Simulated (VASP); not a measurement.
SiMo3:

```xyz
4
Lattice="3.2787 0.0000 0.0000 0.0000 3.2787 0.0000 0.0000 0.0000 6.3317" Properties=species:S:1:pos:R:3 pbc="T T T"
Si    0.0000    0.0000    0.0000
Mo    1.6394    1.6394    1.4977
Mo    1.6394    1.6394    4.8340
Mo    0.0000    0.0000    3.1659
```

The cell was built by a generator and needn't be a form met in nature.

| Quantity | Value |
| --- | --- |
| Program | VASP 6.6.1 |
| Task | relaxation of cell and atoms |
| Functional | PBE |
| Potentials or basis | VASP PAW PBE potentials, release 64 (Si, Mo_sv) |
| Cutoff | 520 eV |
| k mesh | 6 × 6 × 4 |
| Occupations | gaussian, width 0.15 eV |
| Spin | no spin polarisation |

At the start: pressure -22.6 GPa; volume 17.02 Å³/atom.

Question: Where does the relaxation end?

Answer: Over 13 steps the energy falls by 214.6 meV/atom and the volume is 15.07 Å³/atom (-11.5 %); space group P4/mmm (No. 123, to 0.05 Å).

The path:
| step | energy change (eV) | largest force (eV/Å) | pressure (GPa) | volume (Å³) |
| --- | --- | --- | --- | --- |
| 1 | 0.0000 | 0.3092 | -22.55 | 68.07 |
| 2 | 2.4499 | 0.6074 | 97.37 | 47.03 |
| 3 | -0.6874 | 0.0932 | -1.28 | 60.43 |
| 4 | -0.6926 | 0.0703 | 0.60 | 59.96 |
| 5 | -0.6932 | 0.0736 | 0.29 | 59.80 |
| 6 | -0.0144 | 0.2625 | 37.80 | 53.17 |
| 7 | -0.6929 | 0.0458 | 1.58 | 59.61 |
| 8 | -0.8095 | 0.2755 | 2.25 | 59.59 |
| 9 | -0.8409 | 0.4652 | 3.26 | 59.50 |
| 10 | -0.8430 | 0.4465 | 3.07 | 59.52 |
| 11 | -0.8228 | 0.0263 | -6.60 | 62.03 |
| 12 | -0.8552 | 0.2613 | -0.69 | 60.49 |
| 13 | -0.8586 | 0.0622 | -0.39 | 60.27 |

Final structure:
```xyz
4
Lattice="3.2708 0.0000 0.0000 0.0000 3.2708 0.0000 0.0000 0.0000 5.6338" Properties=species:S:1:pos:R:3 pbc="T T T"
Si    3.2708    0.0000    0.0000
Mo    1.6354    1.6354    1.3187
Mo    1.6354    1.6354    4.3150
Mo    3.2708    0.0000    2.8169
```
